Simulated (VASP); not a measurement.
# GaAs (F-43m) in VASP: further runs

One crystal, GaAs, is run at these levels: PBE, RPBE+D4, PBE+D2; tasks: single point, relaxation of cell and atoms, molecular dynamics.

Everything below comes from runs of VASP 6.6.1. Logs are shortened: lines on timing, memory, paths and dates and some standing lists are left out, and cuts for length are marked.

**The experiment to reproduce.**

From “Evidence of valence band perturbations in GaAsN/GaAs(001): A combined variable-angle spectroscopic ellipsometry and modulated photoreflectance investigation”, 2008, arxiv:0805.2212, for a bulk crystal of GaAs at 300 K: band gap 1.418 ± 0.005 eV (direct).

The results are compared with them further down.

## (1) Starting point

It takes space group F-43m (No. 216, cubic). Conventional cell: a = 5.654 Å, b = 5.654 Å, c = 5.654 Å, α = 90.00°, β = 90.00°, γ = 90.00°. As (site symmetry -43m) has 4 Ga at 2.45 Å as nearest neighbours. Around Ga (site symmetry -43m) lie 4 As at 2.45 Å.

## (2) Single point, PBE

Contents of INCAR:

```
PREC     = Accurate       # precision mode
ENCUT    = 520            # plane-wave cutoff, eV
EDIFF    = 1E-6           # SCF threshold, eV
ISMEAR   = 0              # smearing method
SIGMA    = 0.012          # smearing width, eV
LREAL    = False          # projectors in reciprocal space
LASPH    = True           # aspherical terms in the spheres
NELM     = 100            # most SCF steps
ALGO     = Fast           # electronic algorithm
ISIF     = 2              # what is computed and relaxed
LWAVE    = False          # write WAVECAR
LCHARG   = True           # write CHGCAR
GGA      = PE             # functional
LELF     = True           # ELF
LVHAR    = True
```

Contents of KPOINTS:

```
regular mesh
0
Gamma
  8 8 8
```

Contents of POSCAR:

```
GaAs
1.0
    0.0000000000      2.8268500000      2.8268500000
    2.8268500000      0.0000000000      2.8268500000
    2.8268500000      2.8268500000      0.0000000000
As Ga
1 1
Direct
    0.7500000000      0.7500000000      0.7500000000
    0.0000000000      0.0000000000      0.0000000000
```

Potentials or basis: VASP PAW PBE potentials, release 64 (As, Ga_d).

Started as:

```bash
$ cat potpaw_PBE.64/As/POTCAR potpaw_PBE.64/Ga_d/POTCAR > POTCAR
$ mpirun -np 1 vasp_std > vasp.out
```

OUTCAR:

```text
PREC = Accurate
   ENCUT = 520
   EDIFF = 1E-6
   ISMEAR = 0
   LREAL = False
   LASPH = True
   NELM = 100
   ISIF = 2
   GGA = PE

 ion  position               nearest neighbor table
   1  0.750  0.750  0.750-   2 2.45   2 2.45   2 2.45   2 2.45
   2  0.000  0.000  0.000-   1 2.45   1 2.45   1 2.45   1 2.45

  LATTYP: Found a face centered cubic cell.
 ALAT       =     5.6537000000

  Lattice vectors:

 A1 = (   0.0000000000,   2.8268500000,   2.8268500000)
 A2 = (   2.8268500000,   0.0000000000,   2.8268500000)
 A3 = (   2.8268500000,   2.8268500000,   0.0000000000)

Analysis of symmetry for initial positions (statically):
=====================================================================
 Subroutine PRICEL returns:
 Original cell was already a primitive cell.

 Routine SETGRP: Setting up the symmetry group for a
 face centered cubic supercell.

 Subroutine GETGRP returns: Found 24 space group operations
 (whereof 24 operations were pure point group operations)
 out of a pool of 48 trial point group operations.

The static configuration has the point symmetry T_d .

Analysis of symmetry for dynamics (positions and initial velocities):
=====================================================================
 Subroutine PRICEL returns:
 Original cell was already a primitive cell.

 Routine SETGRP: Setting up the symmetry group for a
 face centered cubic supercell.

 Subroutine GETGRP returns: Found 24 space group operations
 (whereof 24 operations were pure point group operations)
 out of a pool of 48 trial point group operations.

The dynamic configuration has the point symmetry T_d .

 Subroutine INISYM returns: Found 24 space group operations
 (whereof 24 operations are pure point group operations),
 and found     1 'primitive' translations

----------------------------------------------------------------------------------------

                                     Primitive cell

  volume of cell :      45.1792

  direct lattice vectors                    reciprocal lattice vectors
     0.000000000  2.826850000  2.826850000    -0.176875321  0.176875321  0.176875321
     2.826850000  0.000000000  2.826850000     0.176875321 -0.176875321  0.176875321
     2.826850000  2.826850000  0.000000000     0.176875321  0.176875321 -0.176875321

  length of vectors
     3.997769609  3.997769609  3.997769609     0.306357042  0.306357042  0.306357042

  position of ions in fractional coordinates (direct lattice)
     0.750000000  0.750000000  0.750000000
     0.000000000  0.000000000  0.000000000

  ion indices of the primitive-cell ions
   primitive index   ion index
                 1           1
                 2           2

----------------------------------------------------------------------------------------

 KPOINTS: regular mesh

Automatic generation of k-mesh.
 Grid dimensions read from file:
 generate k-points for:    8    8    8

 Generating k-lattice:

  Cartesian coordinates                     Fractional coordinates (reciprocal lattice)
    -0.022109415  0.022109415  0.022109415     0.125000000  0.000000000  0.000000000
     0.022109415 -0.022109415  0.022109415     0.000000000  0.125000000  0.000000000
     0.022109415  0.022109415 -0.022109415     0.000000000  0.000000000  0.125000000

  Length of vectors
     0.038294630  0.038294630  0.038294630

  Shift w.r.t. Gamma in fractional coordinates (k-lattice)
     0.000000000  0.000000000  0.000000000

 Subroutine IBZKPT returns following result:
 ===========================================

 Found     29 irreducible k-points:

 Following reciprocal coordinates:
            Coordinates               Weight
  0.000000  0.000000  0.000000      1.000000
  0.125000  0.000000  0.000000      8.000000
  0.250000  0.000000  0.000000      8.000000
  0.375000  0.000000  0.000000      8.000000
  0.500000  0.000000  0.000000      4.000000
  0.125000  0.125000  0.000000      6.000000
[... 16 lines left out ...]
  0.500000  0.250000  0.125000     48.000000
 -0.375000  0.250000  0.125000     24.000000
 [... further k-points ...]
   k-points           NKPTS =     29   k-points in BZ     NKDIM =     29   number of bands    NBANDS=     13
   number of dos      NEDOS =    301   number of ions     NIONS =      2
   total plane-waves  NPLWV =  27000
   dimension x,y,z NGX =    30 NGY =   30 NGZ =   30
   dimension x,y,z NGXF=    60 NGYF=   60 NGZF=   60
   ions per type =               1   1
   NGX,Y,Z   is equivalent  to a cutoff of  12.48, 12.48, 12.48 a.u.
   NGXF,Y,Z  is equivalent  to a cutoff of  24.95, 24.95, 24.95 a.u.
 SYSTEM =  unknown system
   PREC   = accura    normal or accurate (medium, high low for compatibility)
   ISTART =      0    job   : 0-new  1-cont  2-samecut
   ICHARG =      2    charge: 1-file 2-atom 10-const
   ISPIN  =      1    spin polarized calculation?
   LNONCOLLINEAR =      F non collinear calculations
   LSORBIT =      F    spin-orbit coupling
   LASPH  =      T    aspherical Exc in radial PAW
   ENCUT  =  520.0 eV  38.22 Ry    6.18 a.u.   7.43  7.43  7.43*2*pi/ulx,y,z
   NELM   =    100;   NELMIN=  2; NELMDL= -5     # of ELM steps
   EDIFF  = 0.1E-05   stopping-criterion for ELM
   LREAL  =      F    real-space projection
   EDIFFG = 0.1E-04   stopping-criterion for IOM
   NSW    =      0    number of steps for IOM
   IBRION =     -1    ionic relax: 0-MD 1-quasi-New 2-CG
   NFREE  =      0    steps in history (QN), initial steepest desc. (CG)
   ISIF   =      2    stress and relaxation
   ISYM   =      2    0-nonsym 1-usesym 2-fastsym
   POTIM  = 0.5000    time-step for ionic-motion
   TEBEG  =    0.0;   TEEND  =   0.0 temperature during run
   PSTRESS=    0.0 pullay stress
   NELECT =      18.0000    total number of electrons
   NUPDOWN=      -1.0000    fix difference up-down
   EMIN   =  10.00;   EMAX   =-10.00  energy-range for DOS
   EFERMI =   0.00;   METHOD = LEGACY
   ISMEAR =     0;   SIGMA  =   0.01  broadening in eV -4-tet -1-fermi 0-gaus
   EFERMI_NEDOS =   21; number of points for ismear=-14 and -15
   IALGO  =     68    algorithm
   IMIX   =      4    mixing-type and parameters
     AMIX     =   0.40;   BMIX     =  1.00
     AMIX_MAG =   1.60;   BMIX_MAG =  1.00
  volume/ion in A,a.u.               =      22.59       152.44
  Fermi-wavevector in a.u.,A,eV,Ry     =   1.204628  2.276417 19.743799  1.451128
  Thomas-Fermi vector in A             =   2.340347
   LORBIT       =      0    0 simple, 1 ext, 2 COOP (PROOUT), +10 PAW based schemes
   GGA     = PE    functional components
   LHFCALC =     F    Hartree Fock is set to
   AEXX    =    0.0000 exact exchange contribution
   IVDW    =     0    specifies the selected vdW correction
   LEPSILON=     F    determine dielectric tensor
   LRPA    =     F    only Hartree local field effects (RPA)
 non-spin polarized calculation
 RMM-DIIS sequential band-by-band and
 Gauss-broadening in eV      SIGMA  =   0.01
  energy-cutoff  :      520.00
  volume of cell :       45.18
 maximum number of plane-waves:      1243
 NGX is ok and might be reduce to    30
   NGX = 15   NGY = 15   NGZ = 15

 number of electron      17.9999995 magnetization

 Free energy of the ion-electron system (eV)
  ---------------------------------------------------
  ext. energy  EPLUGINS =         0.00000000
  ---------------------------------------------------
  free energy    TOTEN  =        -8.24710864 eV

  energy without entropy =       -8.24710864  energy(sigma->0) =       -8.24710864

 E-fermi :   3.9838     XC(G=0):  -9.5872

 val. band max:        3.9332292086   @ k =   0.0000   0.0000   0.0000
 cond. band min:       4.4531937791   @ k =   0.0000   0.0000   0.0000
 fundamental gap:      0.5199645704
 Fermi energy:         3.9838270725

 k-point     1 :       0.0000    0.0000    0.0000
  band No.  band energies     occupation
      1     -10.8762      2.00000
      2     -10.8762      2.00000
      3     -10.8762      2.00000
      4     -10.7970      2.00000
      5     -10.7970      2.00000
      6      -8.7924      2.00000
      7       3.9332      2.00000
      8       3.9332      2.00000
      9       3.9332      2.00000
     10       4.4532      0.00000
     11       7.6611      0.00000
     12       7.6611      0.00000
     13       7.6611      0.00000

 k-point     2 :       0.1250    0.0000    0.0000
  band No.  band energies     occupation
      1     -10.8896      2.00000
      2     -10.8726      2.00000
      3     -10.8726      2.00000
      4     -10.7972      2.00000
      5     -10.7972      2.00000
      6      -8.6098      2.00000
      7       1.9708      2.00000
      8       3.6969      2.00000
      9       3.6969      2.00000
     10       5.5256      0.00000
     11       8.0089      0.00000
     12       8.0089      0.00000
     13       8.1257      0.00000

 k-point     3 :       0.2500    0.0000    0.0000
  band No.  band energies     occupation
      1     -10.9191      2.00000
      2     -10.8650      2.00000
      3     -10.8650      2.00000
      4     -10.7967      2.00000
      5     -10.7967      2.00000
      6      -8.0999      2.00000
      7      -0.2050      2.00000
      8       3.2547      2.00000
      9       3.2547      2.00000
     10       5.3833      0.00000
     11       8.5270      0.00000
     12       8.5270      0.00000
     13       9.8888      0.00000
[... 305 lines left out ...]
 k-point    23 :       0.5000    0.2500    0.1250
  band No.  band energies     occupation
      1     -10.9578      2.00000
      2     -10.8521      2.00000
      3     -10.8463      2.00000
      4     -10.8038      2.00000
      5     -10.7922      2.00000
      6      -7.0382      2.00000
      7      -1.9575      2.00000
      8       0.8808      2.00000
      9       2.1970      2.00000
     10       7.0160      0.00000
     11       8.1266      0.00000
     12       9.4611      0.00000
     13      10.8441      0.00000

 k-point    24 :      -0.3750    0.2500    0.1250
  band No.  band energies     occupation
      1     -10.9640      2.00000
      2     -10.8514      2.00000
      3     -10.8438      2.00000
      4     -10.8014      2.00000
      5     -10.7935      2.00000
      6      -6.6850      2.00000
      7      -2.5535      2.00000
      8       0.7066      2.00000
      9       1.9950      2.00000
     10       6.9597      0.00000
     11       8.0981      0.00000
     12      10.2721      0.00000
     13      11.6277      0.00000

 [... further k-points ...]
[... 5 lines left out ...]
  --------------------------------------------------------------------------------------
  -------------------------------------------------------------------------------------
  Total        0.9747313      0.9747313      0.9747313     -0.0000000      0.0000000      0.0000000
  in kB       34.5666424     34.5666424     34.5666424     -0.0000000      0.0000000      0.0000000
  external PRESSURE =      34.5666424 kB  Pullay stress =       0.0000000 kB

 VOLUME and BASIS-vectors are now :
 -----------------------------------------------------------------------------
  energy-cutoff  :      520.00
  volume of cell :       45.18
      direct lattice vectors                 reciprocal lattice vectors
     0.000000000  2.826850000  2.826850000    -0.176875321  0.176875321  0.176875321
     2.826850000  0.000000000  2.826850000     0.176875321 -0.176875321  0.176875321
     2.826850000  2.826850000  0.000000000     0.176875321  0.176875321 -0.176875321

 POSITION                                       TOTAL-FORCE (eV/Angst)
 -----------------------------------------------------------------------------------
      4.24027      4.24027      4.24027        -0.000000     -0.000000     -0.000000
      0.00000      0.00000      0.00000         0.000000      0.000000      0.000000
 -----------------------------------------------------------------------------------
    total drift:                               -0.000002     -0.000002     -0.000002

  FREE ENERGIE OF THE ION-ELECTRON SYSTEM (eV)
  ---------------------------------------------------
  free  energy   TOTEN  =        -8.2471086371 eV

  energy  without entropy=       -8.2471086371  energy(sigma->0) =       -8.24710864
```

Wall time 10 s (1 thread of Intel Xeon 6975P-C (Granite Rapids), shared host); peak memory 0.17 GiB.

What came out:

```
Free energy            : -8.2471 eV
Pressure               : 3.5 GPa
Band gap on the k mesh : 0.52 eV, direct
```

Levels at points of the mesh, in eV from the valence-band top:
```tsv
k point	band 6	band 7	band 8	band 9	band 10	band 11	band 12	band 13
(0.00, 0.00, 0.00)	-12.73	0.00	0.00	0.00	0.52	3.73	3.73	3.73
(0.50, 0.00, 0.00)	-10.96	-6.64	-1.14	-1.14	1.00	4.63	4.63	7.75
(0.50, 0.50, 0.00)	-10.22	-6.82	-2.68	-2.68	1.46	1.65	10.17	10.19
```

## (3) Relaxation of cell and atoms, RPBE+D4 (volume scaled by 0.96)

Contents of INCAR:

```
SYSTEM = GaAs
PREC     = Accurate       ! precision mode
ENCUT    = 580            ! plane-wave cutoff, eV
EDIFF    = 1E-6           ! SCF threshold, eV
ISMEAR   = -1             ! smearing method
SIGMA    = 0.05           ! smearing width, eV
LREAL    = .FALSE.        ! projectors in reciprocal space
LASPH    = .TRUE.         ! aspherical terms in the spheres
NELM     = 100            ! most SCF steps
ALGO     = Fast           ! electronic algorithm
ISIF     = 3              ! what is computed and relaxed
LWAVE    = .FALSE.        ! write WAVECAR
LCHARG   = .FALSE.        ! write CHGCAR
GGA      = RP             ! functional
IVDW     = 13             ! dispersion correction
IBRION   = 2              ! ionic algorithm
NSW      = 40             ! ionic steps
EDIFFG   = -0.02          ! ionic threshold
```

Contents of KPOINTS:

```
regular mesh
0
G
  8 8 8
  0 0 0
```

Contents of POSCAR:

```
GaAs
1.0
    0.0000000000      2.7886446409      2.7886446409
    2.7886446409      0.0000000000      2.7886446409
    2.7886446409      2.7886446409      0.0000000000
As Ga
1 1
Direct
    0.7500000000      0.7500000000      0.7500000000
    0.0000000000      0.0000000000      0.0000000000
```

Potentials or basis: VASP PAW PBE potentials, release 54 (As, Ga).

Started as:

```bash
$ cat potpaw_PBE.54/As/POTCAR potpaw_PBE.54/Ga/POTCAR > POTCAR
$ mpirun -np 1 vasp_std > vasp.out
```

OUTCAR:

```text
SYSTEM = GaAs
   PREC = Accurate
   ENCUT = 580
   EDIFF = 1E-6
   ISMEAR = -1
   LREAL = .FALSE.
   LASPH = .TRUE.
   NELM = 100
   ISIF = 3
   GGA = RP
   IVDW = 13
   IBRION = 2
   NSW = 40
   EDIFFG = -0.02

 ion  position               nearest neighbor table
   1  0.750  0.750  0.750-   2 2.42   2 2.42   2 2.42   2 2.42
   2  0.000  0.000  0.000-   1 2.42   1 2.42   1 2.42   1 2.42

  LATTYP: Found a face centered cubic cell.
 ALAT       =     5.5772892818

  Lattice vectors:

 A1 = (   0.0000000000,   2.7886446409,   2.7886446409)
 A2 = (   2.7886446409,   0.0000000000,   2.7886446409)
 A3 = (   2.7886446409,   2.7886446409,   0.0000000000)

Analysis of symmetry for initial positions (statically):
=====================================================================
 Subroutine PRICEL returns:
 Original cell was already a primitive cell.

 Routine SETGRP: Setting up the symmetry group for a
 face centered cubic supercell.
[... 253 lines left out ...]
  ext. energy  EPLUGINS =         0.00000000
  ---------------------------------------------------
  free energy    TOTEN  =        -7.54270176 eV

  energy without entropy =       -7.54269803  energy(sigma->0) =       -7.54269989

 E-fermi :   3.2928     XC(G=0):  -9.0795

 val. band max:        2.8951758452   @ k =   0.0000   0.0000   0.0000
 cond. band min:       3.6324430863   @ k =   0.0000   0.0000   0.0000
 fundamental gap:      0.7372672410
 Fermi energy:         3.2928019159

 k-point     1 :       0.0000    0.0000    0.0000
  band No.  band energies     occupation
      1      -9.8068      2.00000
      2       2.8952      1.99930
      3       2.8952      1.99930
      4       2.8952      1.99930
      5       3.6324      0.00224
      6       6.6905      0.00000
      7       6.6905      0.00000
      8       6.6905      0.00000
[... 243 lines left out ...]
 k-point    24 :      -0.3750    0.2500    0.1250
  band No.  band energies     occupation
      1      -7.8225      2.00000
      2      -3.5390      2.00000
      3      -0.3145      2.00000
      4       0.9626      2.00000
      5       6.0379      0.00000
      6       7.1548      0.00000
      7       9.3183      0.00000
      8      10.7064      0.00000

 [... further k-points ...]

------------------------ aborting loop because EDIFF is reached ----------------------------------------

  DFT-D4 for vdW energy calculation

  Edisp (eV):   -1.56113
[... 25 lines left out ...]
  FREE ENERGIE OF THE ION-ELECTRON SYSTEM (eV)
  ---------------------------------------------------
  free  energy   TOTEN  =        -9.1038319095 eV

  energy  without entropy=       -9.1038281732  energy(sigma->0) =       -9.10383004

 reached required accuracy - stopping structural energy minimisation
```

OSZICAR:

```text
N       E                     dE             d eps       ncg     rms          rms(c)
DAV:   1     0.182891645772E+02    0.18289E+02   -0.35418E+03   464   0.908E+02
DAV:   2    -0.698497215877E+01   -0.25274E+02   -0.24951E+02   632   0.982E+01
DAV:   3    -0.760817002784E+01   -0.62320E+00   -0.62320E+00   624   0.197E+01
[... 24 lines left out ...]
RMM:   3    -0.754275501224E+01    0.99551E-03   -0.26174E-03   464   0.321E-01    0.477E-02
RMM:   4    -0.754270122819E+01    0.53784E-04   -0.20770E-04   464   0.124E-01    0.229E-02
RMM:   5    -0.754270332621E+01   -0.20980E-05   -0.44348E-05   464   0.502E-02    0.187E-02
RMM:   6    -0.754270194746E+01    0.13787E-05   -0.58974E-06   440   0.210E-02    0.403E-03
RMM:   7    -0.754270176226E+01    0.18520E-06   -0.89734E-07   333   0.827E-03
   3 F= -.91038319E+01 E0= -.91038300E+01  d E =-.135632E-01
```

Run time: 26 s. Hardware: 1 thread of Intel Xeon Platinum 8488C (Sapphire Rapids), shared host; peak memory 0.19 GiB.

What came out:

```yaml
Free_energy: -9.1038 eV
Relaxed_volume: 22.47 Å³/atom
Relaxed_cell: a = 3.991 Å, b = 3.991 Å, c = 3.991 Å, α = 60.00°, β = 60.00°, γ = 60.00°
Space_group_after_relaxing_to_0.05_Å: F-43m (No. 216)
Energy_gained_by_relaxing: 6.8 meV/atom
Ionic_steps: 3
Pressure_after_relaxing: 0.0 GPa
Band_gap_on_the_k_mesh: 0.74 eV, direct
Dispersion_energy_per_atom: -0.781 eV
```

The path:
```
step  energy change (eV)  largest force (eV/Å)  pressure (GPa)  volume (Å³)
   1              0.0000                0.0000            2.86        43.37
   2             -0.0096                0.0000           -1.38        45.85
   3             -0.0136                0.0000            0.01        44.94
```

Final structure:
```
As Ga
1.0
     0.00000    2.82195    2.82195
     2.82195    0.00000    2.82195
     2.82195    2.82195    0.00000
As Ga
1 1
Direct
  0.75000 0.75000 0.75000
  0.00000 0.00000 0.00000
```

Caveat: the PAW data sets were made with another functional, which shifts forces and pressure a little. A k mesh can miss the band edges.

[end of part 1 of 2]
